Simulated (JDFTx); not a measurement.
# Ir (Fm-3m) in JDFTx: further runs

One crystal, Ir, is run at these levels: PBE; tasks: relaxation of cell and atoms, single point.

Everything below comes from runs of JDFTx 1.7.0 (patched build). Logs are shortened: lines on timing, memory, paths and dates and some standing lists are left out, and cuts for length are marked. The log counts tension as positive stress, the text compression.

## Step 1: The structure

Symmetry: Fm-3m, No. 225, cubic system. Conventional cell: a = 3.831 Å, b = 3.831 Å, c = 3.831 Å, α = 90.00°, β = 90.00°, γ = 90.00°. Ir (site symmetry m-3m) is surrounded by 12 Ir at 2.71 Å.

## Step 2: Relaxation of cell and atoms, PBE

Contents of Ir.in:

```
lattice \
    0.0000000000     1.9156000000     1.9156000000 \
    1.9156000000     0.0000000000     1.9156000000 \
    1.9156000000     1.9156000000     0.0000000000
latt-scale 1.889726124626 1.889726124626 1.889726124626
coords-type Lattice
ion Ir     0.0000000000     0.0000000000     0.0000000000 1

ion-species pseudo/Ir.upf
elec-cutoff 34
elec-ex-corr gga-PBE
kpoint-folding 12 12 12
elec-smearing Fermi 0.0018374661
elec-n-bands 14
electronic-SCF nIterations 100 energyDiffThreshold 1e-09
electronic-minimize nIterations 30 energyDiffThreshold 1e-7
forces-output-coords Cartesian
lattice-minimize nIterations 40 energyDiffThreshold 1e-6

dump-name run.$VAR
dump End Ecomponents EigStats BandEigs Kpoints Forces Stress
```

Potentials or basis: Ansatz-NC-SR-PBE with smoothed tails.

Command:

```bash
$ jdftx -c 1 -i Ir.in -o Ir.out
```

The log of the run:

```text
[... set-up lines left out ...]
LCAOMinimize: Iter:   0  F: -106.2569521872215148  |grad|_K:  4.397e-03  alpha:  1.000e+00
	FillingsUpdate:  mu: +0.972556430  nElectrons: 17.000000
LCAOMinimize: Iter:   1  F: -106.3466247768553217  |grad|_K:  3.983e-05  alpha:  6.173e-01  linmin: -2.826e-01  cgtest:  7.716e-01
LCAOMinimize: Encountered beta<0, resetting CG.
	FillingsUpdate:  mu: +0.973215141  nElectrons: 17.000000
LCAOMinimize: Iter:   2  F: -106.3466324893303323  |grad|_K:  7.741e-06  alpha:  6.890e-01  linmin:  7.186e-04  cgtest: -1.120e-03
	FillingsUpdate:  mu: +0.973142289  nElectrons: 17.000000
LCAOMinimize: Iter:   3  F: -106.3466328637282459  |grad|_K:  1.319e-07  alpha:  8.858e-01  linmin: -7.023e-05  cgtest:  1.187e-02
	FillingsUpdate:  mu: +0.973142099  nElectrons: 17.000000
LCAOMinimize: Iter:   4  F: -106.3466328638463096  |grad|_K:  4.579e-09  alpha:  9.697e-01  linmin:  8.340e-02  cgtest: -4.580e-01
LCAOMinimize: Converged (|Delta F|<1.000000e-06 for 2 iters).

--------- Lattice Minimization ---------

-------- Electronic minimization -----------
Will mix electronic density at each iteration.
	FillingsUpdate:  mu: +0.973142099  nElectrons: 17.000000
	FillingsUpdate:  mu: +0.969882676  nElectrons: 17.000000
SCF: Cycle:  0   F: -106.369701970596097   dF: -2.307e-02   |Residual|: 3.349e-02   |deigs|: 1.503e+00
	FillingsUpdate:  mu: +0.963600167  nElectrons: 17.000000
SCF: Cycle:  1   F: -106.370606373744792   dF: -9.044e-04   |Residual|: 9.697e-03   |deigs|: 7.367e-03
	FillingsUpdate:  mu: +0.962165353  nElectrons: 17.000000
SCF: Cycle:  2   F: -106.370636988754086   dF: -3.062e-05   |Residual|: 3.461e-03   |deigs|: 1.498e-03
	FillingsUpdate:  mu: +0.962301859  nElectrons: 17.000000
SCF: Cycle:  3   F: -106.370638358097381   dF: -1.369e-06   |Residual|: 3.985e-04   |deigs|: 2.457e-04
	FillingsUpdate:  mu: +0.962223364  nElectrons: 17.000000
SCF: Cycle:  4   F: -106.370638739736322   dF: -3.816e-07   |Residual|: 1.639e-04   |deigs|: 1.207e-04
	FillingsUpdate:  mu: +0.962256020  nElectrons: 17.000000
SCF: Cycle:  5   F: -106.370638836155010   dF: -9.642e-08   |Residual|: 1.493e-05   |deigs|: 4.088e-05
	FillingsUpdate:  mu: +0.962256119  nElectrons: 17.000000
SCF: Cycle:  6   F: -106.370638874586433   dF: -3.843e-08   |Residual|: 7.777e-06   |deigs|: 1.834e-05
	FillingsUpdate:  mu: +0.962256653  nElectrons: 17.000000
SCF: Cycle:  7   F: -106.370638890804756   dF: -1.622e-08   |Residual|: 2.541e-06   |deigs|: 1.072e-05
	FillingsUpdate:  mu: +0.962256563  nElectrons: 17.000000
SCF: Cycle:  8   F: -106.370638898372590   dF: -7.568e-09   |Residual|: 1.283e-06   |deigs|: 9.266e-06
	FillingsUpdate:  mu: +0.962256604  nElectrons: 17.000000
SCF: Cycle:  9   F: -106.370638901890857   dF: -3.518e-09   |Residual|: 5.131e-07   |deigs|: 2.833e-05
	FillingsUpdate:  mu: +0.962256540  nElectrons: 17.000000
SCF: Cycle: 10   F: -106.370638903408647   dF: -1.518e-09   |Residual|: 2.077e-07   |deigs|: 2.554e-05
	FillingsUpdate:  mu: +0.962256549  nElectrons: 17.000000
SCF: Cycle: 11   F: -106.370638904244458   dF: -8.358e-10   |Residual|: 3.308e-07   |deigs|: 9.393e-06
	FillingsUpdate:  mu: +0.962256629  nElectrons: 17.000000
SCF: Cycle: 12   F: -106.370638904531418   dF: -2.870e-10   |Residual|: 2.474e-07   |deigs|: 2.605e-05
SCF: Converged (|Delta E|<1.000000e-09 for 2 iters).

Setting wave functions to eigenvectors of Hamiltonian
# Lattice vectors:
R =
[            0      3.61996      3.61996  ]
[      3.61996            0      3.61996  ]
[      3.61996      3.61996            0  ]
unit cell volume = 94.8727

# Strain tensor in Cartesian coordinates:
[            0            0            0  ]
[            0            0            0  ]
[            0            0            0  ]

# Stress tensor in Cartesian coordinates [Eh/a0^3]:
[ -0.000383363            0            0  ]
[            0 -0.000383363            0  ]
[            0            0 -0.000383363  ]

# Ionic positions in lattice coordinates:
ion Ir   0.000000000000000   0.000000000000000   0.000000000000000 1

# Forces in Cartesian coordinates:
force Ir   0.000000000000000  -0.000000000000000  -0.000000000000000 1

# Energy components:
   Eewald =      -91.5082882196129930
       EH =       14.4521562117179521
     Eloc =      -53.7979372795186563
      Enl =        6.0037343791285274
      Exc =      -39.2629164802468367
 Exc_core =       25.6396601965522883
       KE =       32.1031245037349251
-------------------------------------
     Etot =     -106.3704666882447896
       TS =        0.0001722162866355
-------------------------------------
        F =     -106.3706389045314182

LatticeMinimize: Iter:   0  F: -106.370638904531418  |grad|_K:  1.381e-02

#--- Lowdin population analysis ---
# oxidation-state Ir +0.194

-------- Electronic minimization -----------
Will mix electronic density at each iteration.
	FillingsUpdate:  mu: +0.962256629  nElectrons: 17.000000
	FillingsUpdate:  mu: +0.955956311  nElectrons: 17.000000
SCF: Cycle:  0   F: -106.370811769874805   dF: -5.133e-06   |Residual|: 2.050e-04   |deigs|: 2.620e-05
	FillingsUpdate:  mu: +0.955935020  nElectrons: 17.000000
SCF: Cycle:  1   F: -106.370811974715224   dF: -2.048e-07   |Residual|: 9.295e-05   |deigs|: 2.242e-05
	FillingsUpdate:  mu: +0.955926096  nElectrons: 17.000000
SCF: Cycle:  2   F: -106.370812084148753   dF: -1.094e-07   |Residual|: 1.616e-05   |deigs|: 1.095e-05
	FillingsUpdate:  mu: +0.955926761  nElectrons: 17.000000
SCF: Cycle:  3   F: -106.370812105830012   dF: -2.168e-08   |Residual|: 2.365e-06   |deigs|: 8.052e-06
	FillingsUpdate:  mu: +0.955926630  nElectrons: 17.000000
SCF: Cycle:  4   F: -106.370812116514230   dF: -1.068e-08   |Residual|: 2.912e-06   |deigs|: 7.249e-06
	FillingsUpdate:  mu: +0.955926601  nElectrons: 17.000000
SCF: Cycle:  5   F: -106.370812118824489   dF: -2.310e-09   |Residual|: 3.375e-06   |deigs|: 7.087e-06
	FillingsUpdate:  mu: +0.955926785  nElectrons: 17.000000
SCF: Cycle:  6   F: -106.370812120069971   dF: -1.245e-09   |Residual|: 4.761e-06   |deigs|: 6.864e-06
	FillingsUpdate:  mu: +0.955926407  nElectrons: 17.000000
SCF: Cycle:  7   F: -106.370812120418606   dF: -3.486e-10   |Residual|: 3.396e-06   |deigs|: 7.052e-06
	FillingsUpdate:  mu: +0.955925388  nElectrons: 17.000000
SCF: Cycle:  8   F: -106.370812120626127   dF: -2.075e-10   |Residual|: 5.322e-06   |deigs|: 8.627e-06
SCF: Converged (|Delta E|<1.000000e-09 for 2 iters).

Setting wave functions to eigenvectors of Hamiltonian
# Lattice vectors:
R =
[            0      3.62629      3.62629  ]
[      3.62629            0      3.62629  ]
[      3.62629      3.62629            0  ]
unit cell volume = 95.3712

# Strain tensor in Cartesian coordinates:
[   0.00174847            0            0  ]
[            0   0.00174847            0  ]
[            0            0   0.00174847  ]

# Stress tensor in Cartesian coordinates [Eh/a0^3]:
[ -0.000311818            0            0  ]
[            0 -0.000311818            0  ]
[            0            0 -0.000311818  ]

# Ionic positions in lattice coordinates:
ion Ir   0.000000000000000   0.000000000000000   0.000000000000000 1
[... 226 lines left out ...]
# Strain tensor in Cartesian coordinates:
[     0.010001            0            0  ]
[            0     0.010001            0  ]
[            0            0     0.010001  ]

# Stress tensor in Cartesian coordinates [Eh/a0^3]:
[  5.26672e-08            0            0  ]
[            0  5.26672e-08            0  ]
[            0            0  5.26672e-08  ]

# Ionic positions in lattice coordinates:
ion Ir   0.000000000000000   0.000000000000000   0.000000000000000 1

# Forces in Cartesian coordinates:
force Ir   0.000000000000000  -0.000000000000000   0.000000000000000 1

# Energy components:
   Eewald =      -90.6021763488013363
       EH =       14.8340800860073578
     Eloc =      -55.0499508031574507
      Enl =        5.9971675494692871
      Exc =      -39.2413831716927533
 Exc_core =       25.6396589239679855
       KE =       32.0516119029736259
-------------------------------------
     Etot =     -106.3709918612332501
       TS =        0.0001818388317267
-------------------------------------
        F =     -106.3711737000649720

LatticeMinimize: Iter:   5  F: -106.371173700064972  |grad|_K:  1.955e-06  alpha:  1.000e+00  linmin:  1.000e+00
LatticeMinimize: Converged (|Delta F|<1.000000e-06 for 2 iters).

#--- Lowdin population analysis ---
# oxidation-state Ir +0.195

Dumping 'run.eigStats' ...
	eMin: -2.486666 at state 0 ( [ +0.000000 +0.000000 +0.000000 ] spin 0 )
	HOMO: +0.925940 at state 38 ( [ +0.000000 +0.333333 -0.333333 ] spin 0 )
	mu  : +0.926613
	LUMO: +0.926679 at state 15 ( [ +0.000000 +0.083333 -0.250000 ] spin 0 )
	eMax: +1.826112 at state 71 ( [ +0.250000 +0.500000 -0.250000 ] spin 0 )
	HOMO-LUMO gap: +0.000738
	Optical gap  : +0.028303 at state 34 ( [ +0.000000 +0.333333 +0.333333 ] spin 0 )
Done!
```

Wall time 48 s (1 thread of AMD EPYC 9R45 (Zen 5), shared host); peak memory 0.08 GiB.

What came out:

- Free energy: -2894.5071 eV
- Relaxed volume: 14.48 Å³/atom
- Relaxed cell: a = 2.736 Å, b = 2.736 Å, c = 2.736 Å, α = 60.00°, β = 60.00°, γ = 60.00°
- Space group after relaxing (to 0.05 Å): Fm-3m (No. 225)
- Energy gained by relaxing: 14.6 meV/atom
- Ionic steps: 6
- Pressure after relaxing: 0.0 GPa
- Band gap on the k mesh: none (metal or under the smearing width)

The path:
| step | energy change (eV) | largest force (eV/Å) | pressure (GPa) | volume (Å³) |
| --- | --- | --- | --- | --- |
| 1 | 0.0000 | 0.0000 | 11.28 | 14.06 |
| 2 | -0.0047 | 0.0000 | 9.17 | 14.13 |
| 3 | -0.0145 | 0.0000 | 0.79 | 14.45 |
| 4 | -0.0146 | 0.0000 | 0.10 | 14.48 |
| 5 | -0.0146 | 0.0000 | 0.01 | 14.48 |
| 6 | -0.0146 | 0.0000 | 0.00 | 14.48 |

Final structure:
```cif
data_structure
_symmetry_space_group_name_H-M 'P 1'
_symmetry_Int_Tables_number 1
_cell_length_a 2.7362
_cell_length_b 2.7362
_cell_length_c 2.7362
_cell_angle_alpha 60.000
_cell_angle_beta 60.000
_cell_angle_gamma 60.000
_cell_volume 14.48
loop_
_atom_site_label
_atom_site_type_symbol
_atom_site_fract_x
_atom_site_fract_y
_atom_site_fract_z
_atom_site_occupancy
Ir1 Ir 0.00000 0.00000 0.00000 1
```

Levels at points of the mesh, in eV from the Fermi level:
| k point | band 5 | band 6 | band 7 | band 8 | band 9 | band 10 |
| --- | --- | --- | --- | --- | --- | --- |
| (0.00, 0.00, 0.00) | -10.90 | -3.78 | -3.78 | -3.78 | -1.19 | -1.19 |
| (0.00, 0.00, 0.50) | -7.89 | -3.88 | -3.88 | -0.74 | 0.84 | 0.84 |
| (0.00, 0.50, 0.50) | -7.69 | -7.13 | 0.81 | 1.40 | 1.40 | 1.65 |

The run has no spin-orbit coupling, so splittings on Ir are missing. Zero-point motion and thermal expansion aren't in these numbers.

## Step 3: Single point, PBE

Changes to Ir.in since step 2:

```diff
@@ -16,6 +16,6 @@
 electronic-minimize nIterations 30 energyDiffThreshold 1e-7
+converge-empty-states yes
 forces-output-coords Cartesian
-lattice-minimize nIterations 40 energyDiffThreshold 1e-6
 
 dump-name run.$VAR
-dump End Ecomponents EigStats BandEigs Kpoints Forces Stress
+dump End Ecomponents EigStats BandEigs Kpoints Forces Stress ElecDensity
```

Potentials or basis: PseudoDojo-SR-PBE-0.4.1-standard with smoothed tails.

Command:

```bash
$ jdftx -c 1 -i Ir.in -o Ir.out
```

The log of the run:

```text
*************** JDFTx 1.7.0 (patched build) ***************

Input parsed successfully to the following command list (including defaults):
[... the input with its defaults ...]

---------- Setting up symmetries ----------

Found 48 point-group symmetries of the bravais lattice
Found 48 space-group symmetries with basis
Applied RMS atom displacement 0 bohrs to make symmetries exact.

---------- Initializing the Grid ----------
R =
[            0      3.61996      3.61996  ]
[      3.61996            0      3.61996  ]
[      3.61996      3.61996            0  ]
unit cell volume = 94.8727
G =
[  -0.867853   0.867853   0.867853  ]
[   0.867853  -0.867853   0.867853  ]
[   0.867853   0.867853  -0.867853  ]
Minimum fftbox size, Smin = [  28  28  28  ]
Chosen fftbox size, S = [  28  28  28  ]

---------- Exchange Correlation functional ----------
Initalized PBE GGA exchange.
Initalized PBE GGA correlation.

---------- Setting up pseudopotentials ----------
Width of ionic core gaussian charges (only for fluid interactions / plotting) set to 0

Reading pseudopotential file 'pseudo/Ir.upf':
  'Ir' pseudopotential, 'PBE' functional
  Generated using ONCVPSP code by D. R. Hamann
  17 valence electrons, 4 orbitals, 8 projectors, 1001 radial grid points, with lMax = 3
    5S    l: 0   occupation:  2.0   eigenvalue: -3.600919
    5P    l: 1   occupation:  6.0   eigenvalue: -2.010143
    5D    l: 2   occupation:  7.0   eigenvalue: -0.262668
    6S    l: 0   occupation:  2.0   eigenvalue: -0.232672
  Core radius for overlap checks: 2.19 bohrs.

[... 50 lines left out ...]
	FillingsUpdate:  mu: +0.960909512  nElectrons: 17.000000
SCF: Cycle:  6   F: -106.497035480197468   dF: -4.067e-08   |Residual|: 7.640e-06   |deigs|: 1.976e-05
	FillingsUpdate:  mu: +0.960910054  nElectrons: 17.000000
SCF: Cycle:  7   F: -106.497035496933421   dF: -1.674e-08   |Residual|: 2.520e-06   |deigs|: 1.158e-05
	FillingsUpdate:  mu: +0.960909914  nElectrons: 17.000000
SCF: Cycle:  8   F: -106.497035505464268   dF: -8.531e-09   |Residual|: 1.313e-06   |deigs|: 1.136e-05
	FillingsUpdate:  mu: +0.960909916  nElectrons: 17.000000
SCF: Cycle:  9   F: -106.497035509214058   dF: -3.750e-09   |Residual|: 6.253e-07   |deigs|: 8.473e-06
	FillingsUpdate:  mu: +0.960909896  nElectrons: 17.000000
SCF: Cycle: 10   F: -106.497035511113722   dF: -1.900e-09   |Residual|: 2.536e-07   |deigs|: 2.716e-05
	FillingsUpdate:  mu: +0.960909898  nElectrons: 17.000000
SCF: Cycle: 11   F: -106.497035511912699   dF: -7.990e-10   |Residual|: 3.971e-07   |deigs|: 2.189e-05
	FillingsUpdate:  mu: +0.960909927  nElectrons: 17.000000
SCF: Cycle: 12   F: -106.497035512323578   dF: -4.109e-10   |Residual|: 1.533e-07   |deigs|: 3.397e-05
SCF: Converged (|Delta E|<1.000000e-09 for 2 iters).

Setting wave functions to eigenvectors of Hamiltonian
Converging empty states (this may take a while): |deigs|: 2.443e-04

# Stress tensor in Cartesian coordinates [Eh/a0^3]:
[ -0.000351726            0            0  ]
[            0 -0.000351726            0  ]
[            0            0 -0.000351726  ]

# Ionic positions in lattice coordinates:
ion Ir   0.000000000000000   0.000000000000000   0.000000000000000 1

# Forces in Cartesian coordinates:
force Ir  -0.000000000000000   0.000000000000000  -0.000000000000000 1

# Energy components:
   Eewald =      -91.5082882196129930
       EH =       14.4897861950762596
     Eloc =      -54.3364698693289299
      Enl =        5.9047644198614657
      Exc =      -21.8758657839447572
 Exc_core =        8.6628917943931558
       KE =       32.1663191326455191
-------------------------------------
     Etot =     -106.4968623309102895
       TS =        0.0001731814132850
-------------------------------------
        F =     -106.4970355123235777

IonicMinimize: Iter:   0  F: -106.497035512323578  |grad|_K:  0.000e+00
IonicMinimize: Converged (|grad|_K<1.000000e-04).

#--- Lowdin population analysis ---
# oxidation-state Ir +0.195

Dumping 'run.eigStats' ...
	eMin: -2.459752 at state 0 ( [ +0.000000 +0.000000 +0.000000 ] spin 0 )
	HOMO: +0.960067 at state 38 ( [ +0.000000 +0.333333 -0.333333 ] spin 0 )
	mu  : +0.960910
	LUMO: +0.960926 at state 15 ( [ +0.000000 +0.083333 -0.250000 ] spin 0 )
	eMax: +1.871419 at state 71 ( [ +0.250000 +0.500000 -0.250000 ] spin 0 )
	HOMO-LUMO gap: +0.000859
	Optical gap  : +0.029983 at state 34 ( [ +0.000000 +0.333333 +0.333333 ] spin 0 )
Done!
```

Wall time 34 s (1 thread of Arm Neoverse V2, shared host); peak memory 0.08 GiB.

What came out:

| Property | Result |
| --- | --- |
| Free energy | -2897.9320 eV |
| Pressure | 10.3 GPa |
| Band gap on the k mesh | none (metal or under the smearing width) |

Levels at points of the mesh, in eV from the Fermi level:
```csv
k point,band 4,band 5,band 6,band 7,band 8,band 9,band 10
"(0.00, 0.00, 0.00)",-49.47,-11.23,-3.96,-3.96,-3.96,-1.24,-1.24
"(0.00, 0.00, 0.50)",-49.59,-8.20,-4.06,-4.06,-0.83,0.88,0.88
"(0.00, 0.50, 0.50)",-49.77,-8.03,-7.44,0.85,1.47,1.47,1.63
```

(Continued in part 2 of 2.)
